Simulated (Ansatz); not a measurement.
Runs of Ansatz 0.2.0 on V. Symmetry: Im-3m, No. 229, cubic system. The conventional cell has a = 3.029 Å, b = 3.029 Å, c = 3.029 Å, α = 90.00°, β = 90.00°, γ = 90.00°. V (site symmetry m-3m) is surrounded by 8 V at 2.62 Å. 

```csv
task,level,cell,k mesh,cutoff (eV),smearing,phonon path,gap on the mesh (eV),pressure (GPa),moment (μB),relaxed volume (Å³/atom)
single point,PBE,as given,12 × 12 × 12,258,gaussian 0.028 eV,-,none,-5.3,0.12,-
relaxation of cell and atoms,PBE,relaxed,12 × 12 × 12,-,fermi-dirac 0.05 eV,-,-,0.0,0.00,(a)
single point,PBE,as given,12 × 12 × 12,258,gaussian 0.016 eV,-,none,-5.3,0.12,-
relaxation of cell and atoms,BLYP+D3(BJ),relaxed,12 × 12 × 12,-,fermi-dirac 0.05 eV,-,-,0.0,0.00,12.32
single point,PBE,as given,12 × 12 × 12,258,gaussian 0.013 eV,-,none,-5.3,0.12,-
relaxation of cell and atoms,PBE+D4,relaxed,12 × 12 × 12,-,fermi-dirac 0.05 eV,-,-,0.0,0.00,13.17
single point,PBE,as given,12 × 12 × 12,258,gaussian 0.012 eV,-,none,-5.3,0.12,-
relaxation of cell and atoms,PBEsol+D3(BJ),relaxed,12 × 12 × 12,-,fermi-dirac 0.05 eV,-,-,0.0,0.00,12.36
```

Alike in all rows: potentials or basis all-electron LAPW, scalar-relativistic; spin collinear, ferromagnetic start; basis error allowed 0.001 eV/atom.

Q: Fill in the values left out.

A: (a) 13.46.

Caveats: the starting moments weren't kept; the volume moved by -11 % from the deposited cell, more than functionals usually miss (some runs).

A gap of «none» marks a metal or a gap under the smearing width.
